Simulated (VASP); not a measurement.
# Mg2Sn (Fm-3m) in VASP: further runs, part 2 of 2

VASP 6.6.1. The steps go on from the part before.

## Step 3: Relaxation of cell and atoms, PBE

This run uses another cell than the first one, of 26.34 Å³/atom, 1.033 times its volume.

INCAR reads:

```
PREC = Accurate
ENCUT = 600
EDIFF = 1E-7
ISMEAR = 1
SIGMA = 0.1
LREAL = False
LASPH = True
NELM = 80
ALGO = Normal
ISIF = 3
LWAVE = False
LCHARG = False
GGA = PE
IBRION = 2
NSW = 90
EDIFFG = -0.005
KPAR = 2
```

KPOINTS reads:

```
Automatic mesh
0
Gamma
  10 10 10
```

POSCAR reads:

```
Mg2Sn                                   
1.0
   -0.0000000000      3.4059319034      3.4059319034
    3.4059319034     -0.0000000000      3.4059319034
    3.4059319034      3.4059319034      0.0000000000
  Mg              Sn            
     2     1
Direct
     0.2500000000000000    0.2500000000000000    0.2500000000000000
     0.7500000000000000    0.7500000000000000    0.7500000000000000
     0.0000000000000000    0.0000000000000000    0.0000000000000000
```

Potentials or basis: VASP PAW PBE potentials, release 64 (Mg, Sn_d).

The run is started by

```bash
$ cat potpaw_PBE.64/Mg/POTCAR potpaw_PBE.64/Sn_d/POTCAR > POTCAR
$ mpirun -np 2 vasp_std > vasp.out
```

OUTCAR:

```text
PREC = Accurate
   ENCUT = 600
   EDIFF = 1E-7
   ISMEAR = 1
   LREAL = False
   LASPH = True
   NELM = 80
   ISIF = 3
   GGA = PE
   IBRION = 2
   NSW = 90
   EDIFFG = -0.005

 ion  position               nearest neighbor table
   1  0.250  0.250  0.250-   3 2.95   3 2.95   3 2.95   3 2.95   2 3.41   2 3.41   2 3.41   2 3.41
                             2 3.41   2 3.41
   2  0.750  0.750  0.750-   3 2.95   3 2.95   3 2.95   3 2.95   1 3.41   1 3.41   1 3.41   1 3.41
                             1 3.41   1 3.41
   3  0.000  0.000  0.000-   1 2.95   2 2.95   2 2.95   2 2.95   2 2.95   1 2.95   1 2.95   1 2.95

  LATTYP: Found a face centered cubic cell.
 ALAT       =     6.8118638068

  Lattice vectors:

 A1 = (   0.0000000000,   3.4059319034,   3.4059319034)
 A2 = (   3.4059319034,   0.0000000000,   3.4059319034)
 A3 = (   3.4059319034,   3.4059319034,   0.0000000000)

Analysis of symmetry for initial positions (statically):
=====================================================================
 Subroutine PRICEL returns:
 Original cell was already a primitive cell.

 Routine SETGRP: Setting up the symmetry group for a
 face centered cubic supercell.

 Subroutine GETGRP returns: Found 48 space group operations
 (whereof 48 operations were pure point group operations)
 out of a pool of 48 trial point group operations.

The static configuration has the point symmetry O_h .

Analysis of symmetry for dynamics (positions and initial velocities):
=====================================================================
 Subroutine PRICEL returns:
 Original cell was already a primitive cell.

 Routine SETGRP: Setting up the symmetry group for a
 face centered cubic supercell.

 Subroutine GETGRP returns: Found 48 space group operations
 (whereof 48 operations were pure point group operations)
 out of a pool of 48 trial point group operations.

The dynamic configuration has the point symmetry O_h .

 Subroutine INISYM returns: Found 48 space group operations
 (whereof 48 operations are pure point group operations),
 and found     1 'primitive' translations

----------------------------------------------------------------------------------------

                                     Primitive cell

  volume of cell :      79.0202

  direct lattice vectors                    reciprocal lattice vectors
     0.000000000  3.405931903  3.405931903    -0.146802700  0.146802700  0.146802700
     3.405931903  0.000000000  3.405931903     0.146802700 -0.146802700  0.146802700
     3.405931903  3.405931903  0.000000000     0.146802700  0.146802700 -0.146802700

  length of vectors
     4.816715090  4.816715090  4.816715090     0.254269735  0.254269735  0.254269735

  position of ions in fractional coordinates (direct lattice)
     0.250000000  0.250000000  0.250000000
     0.750000000  0.750000000  0.750000000
     0.000000000  0.000000000  0.000000000

  ion indices of the primitive-cell ions
   primitive index   ion index
                 1           1
                 2           2
                 3           3

[... 115 lines left out ...]
  ---------------------------------------------------
  ext. energy  EPLUGINS =         0.00000000
  ---------------------------------------------------
  free energy    TOTEN  =        -7.43325427 eV

  energy without entropy =       -7.43320181  energy(sigma->0) =       -7.43323679

------------------------ aborting loop because EDIFF is reached ----------------------------------------

  FORCE on cell =-STRESS in cart. coord.  units (eV):
  Direction    XX          YY          ZZ          XY          YZ          ZX
  --------------------------------------------------------------------------------------
  -------------------------------------------------------------------------------------
  Total       -0.0220550     -0.0220550     -0.0220550      0.0000000      0.0000000      0.0000000
  in kB       -0.4471783     -0.4471783     -0.4471783      0.0000000      0.0000000      0.0000000
  external PRESSURE =      -0.4471783 kB  Pullay stress =       0.0000000 kB

 VOLUME and BASIS-vectors are now :
 -----------------------------------------------------------------------------
  energy-cutoff  :      600.00
  volume of cell :       79.02
      direct lattice vectors                 reciprocal lattice vectors
     0.000000000  3.405931903  3.405931903    -0.146802700  0.146802700  0.146802700
     3.405931903  0.000000000  3.405931903     0.146802700 -0.146802700  0.146802700
     3.405931903  3.405931903  0.000000000     0.146802700  0.146802700 -0.146802700

 POSITION                                       TOTAL-FORCE (eV/Angst)
 -----------------------------------------------------------------------------------
      1.70297      1.70297      1.70297         0.000000      0.000000      0.000000
      5.10890      5.10890      5.10890        -0.000000     -0.000000     -0.000000
      0.00000      0.00000      0.00000        -0.000000     -0.000000     -0.000000
 -----------------------------------------------------------------------------------
    total drift:                               -0.000000      0.000000     -0.000000

  FREE ENERGIE OF THE ION-ELECTRON SYSTEM (eV)
  ---------------------------------------------------
  free  energy   TOTEN  =        -7.4332542721 eV

  energy  without entropy=       -7.4332018139  energy(sigma->0) =       -7.43323679

--------------------------------------- Ionic step        2  -------------------------------------------

 number of electron      18.0000004 magnetization

 Free energy of the ion-electron system (eV)
  ---------------------------------------------------
  ext. energy  EPLUGINS =         0.00000000
  ---------------------------------------------------
  free energy    TOTEN  =        -7.43326528 eV

  energy without entropy =       -7.43321583  energy(sigma->0) =       -7.43324879

 E-fermi :   4.0768     XC(G=0):  -8.6818

 val. band max:        4.0594221427   @ k =   0.4000   0.4000   0.0000
 cond. band min:       4.1317686334   @ k =   0.0000   0.0000   0.0000
 fundamental gap:      0.0723464907
 Fermi energy:         4.0767738443

 k-point     1 :       0.0000    0.0000    0.0000
  band No.  band energies     occupation
      1     -16.8334      2.00000
      2     -16.8334      2.00000
      3     -16.8334      2.00000
      4     -16.7969      2.00000
      5     -16.7969      2.00000
      6      -4.8809      2.00000
      7       4.1318      0.20742
      8       4.1318      0.20742
      9       4.1318      0.20742
     10       5.4274     -0.00000
     11       6.2440      0.00000
     12       6.2440      0.00000
     13       6.2440      0.00000
[... 354 lines left out ...]
  band No.  band energies     occupation
      1     -16.8354      2.00000
      2     -16.8287      2.00000
      3     -16.8285      2.00000
      4     -16.7983      2.00000
      5     -16.7948      2.00000
      6      -3.6826      2.00000
      7       0.4169      2.00000
      8       1.9820      2.00000
      9       2.3683      2.00000
     10       4.4932     -0.00000
     11       5.1708     -0.00000
     12       9.0255      0.00000
     13       9.1955      0.00000

 [... further k-points ...]
[... 5 lines left out ...]
  --------------------------------------------------------------------------------------
  -------------------------------------------------------------------------------------
  Total        0.0012613      0.0012613      0.0012613     -0.0000000     -0.0000000      0.0000000
  in kB        0.0256005      0.0256005      0.0256005     -0.0000000     -0.0000000      0.0000000
  external PRESSURE =       0.0256005 kB  Pullay stress =       0.0000000 kB

 VOLUME and BASIS-vectors are now :
 -----------------------------------------------------------------------------
  energy-cutoff  :      600.00
  volume of cell :       78.94
      direct lattice vectors                 reciprocal lattice vectors
     0.000000000  3.404723940  3.404723940    -0.146854784  0.146854784  0.146854784
     3.404723940  0.000000000  3.404723940     0.146854784 -0.146854784  0.146854784
     3.404723940  3.404723940  0.000000000     0.146854784  0.146854784 -0.146854784

 POSITION                                       TOTAL-FORCE (eV/Angst)
 -----------------------------------------------------------------------------------
      1.70236      1.70236      1.70236        -0.000000     -0.000000     -0.000000
      5.10709      5.10709      5.10709         0.000000      0.000000      0.000000
      6.80945      6.80945      6.80945         0.000000     -0.000000      0.000000
 -----------------------------------------------------------------------------------
    total drift:                               -0.000000     -0.000000      0.000000

  FREE ENERGIE OF THE ION-ELECTRON SYSTEM (eV)
  ---------------------------------------------------
  free  energy   TOTEN  =        -7.4332652776 eV

  energy  without entropy=       -7.4332158256  energy(sigma->0) =       -7.43324879

 reached required accuracy - stopping structural energy minimisation
```

OSZICAR:

```text
N       E                     dE             d eps       ncg     rms          rms(c)
DAV:   1     0.925961255770E+02    0.92596E+02   -0.91748E+03  1227   0.157E+03
DAV:   2    -0.380620857349E+00   -0.92977E+02   -0.91147E+02  1252   0.330E+02
[... 14 lines left out ...]
DAV:   1    -0.743345004827E+01   -0.19582E-03   -0.38530E-03  1547   0.104E+00    0.704E-02
DAV:   2    -0.743329479780E+01    0.15525E-03   -0.29097E-04  1472   0.286E-01    0.315E-02
DAV:   3    -0.743326515908E+01    0.29639E-04   -0.79381E-05  1527   0.142E-01    0.614E-03
DAV:   4    -0.743326471265E+01    0.44643E-06   -0.35896E-06  1338   0.184E-02    0.178E-03
DAV:   5    -0.743326489757E+01   -0.18492E-06   -0.21508E-07  1293   0.414E-03    0.689E-04
DAV:   6    -0.743326521435E+01   -0.31678E-06   -0.78356E-08   661   0.462E-03    0.207E-04
DAV:   7    -0.743326527761E+01   -0.63259E-07   -0.87106E-09   666   0.970E-04
   2 F= -.74332653E+01 E0= -.74332488E+01  d E =-.110055E-04
```

It took 22 s on 2 MPI ranks of Intel Xeon 6975P-C (Granite Rapids), shared host; peak memory 0.28 GiB.

Results:

* Free energy: -7.4333 eV
* Relaxed volume: 26.31 Å³/atom
* Relaxed cell: a = 4.815 Å, b = 4.815 Å, c = 4.815 Å, α = 60.00°, β = 60.00°, γ = 60.00°
* Space group after relaxing (to 0.05 Å): Fm-3m (No. 225)
* Energy gained by relaxing: 0.0 meV/atom
* Ionic steps: 2
* Pressure after relaxing: 0.0 GPa
* Band gap on the k mesh: none (metal or under the smearing width)

Final structure:
```
Mg Sn
1.0
     0.00000    3.40472    3.40472
     3.40472    0.00000    3.40472
     3.40472    3.40472    0.00000
Mg Sn
2 1
Cartesian
  1.7024 1.7024 1.7024
  5.1071 5.1071 5.1071
  6.8094 6.8094 6.8094
```

Caveat: this crystal is a semiconductor, whose small gap the functional closes, so the metal is an error of the method.
